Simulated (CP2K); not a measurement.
The system is PbS.

```
Pb S
1.0
     4.22692    0.00000    0.00000
     2.11505    3.65970    0.00000
     2.11505    1.22051    3.45018
Pb S
1 1
Direct
  0.98057 0.98057 0.98057
  0.47504 0.47504 0.47504
```

The cell is a database's computed one.

| Quantity | Value |
| --- | --- |
| Program | CP2K 2026.2 |
| Task | single point |
| Functional | PBE |
| Potentials or basis | POTENTIAL_UZH Pb GTH-PBE-q4, S GTH-PBE-q6; TZVP-MOLOPT-PBE-GTH basis |
| Density cutoff | 6123 eV |
| k mesh | 8 × 8 × 8 |
| Occupations | fermi-dirac, width 0.05 eV |
| Spin | no spin polarisation |

On this cell: pressure 1.6 GPa; largest force 0.034 eV/Å; band gap on the k mesh 0.33 eV, direct.

The same run follows on a disturbed copy (atoms moved at random, drawn with an rms of 0.05 Å):

```
CELL_PARAMETERS angstrom
4.22692 0.00000 0.00000
2.11505 3.65970 0.00000
2.11505 1.22051 3.45018
ATOMIC_POSITIONS crystal
Pb 0.98892 0.97674 0.98424
S 0.49037 0.47636 0.46869
```

Problem. What changes?

Solution. The energy moves by +0.1 meV/atom; pressure 1.6 GPa; largest force 0.039 eV/Å; band gap on the k mesh 0.32 eV, direct.

Forces on the atoms (eV/Å):
```
Pb  -0.017 -0.012 -0.033
S    0.017  0.012  0.033
```

Caveats: spin-orbit coupling is left out, which as a rule narrows the gap of such compounds by several tenths of an eV; the basis of atomic orbitals isn't converged, which shifts pressures, moduli and gaps.

A k mesh can miss the band edges.
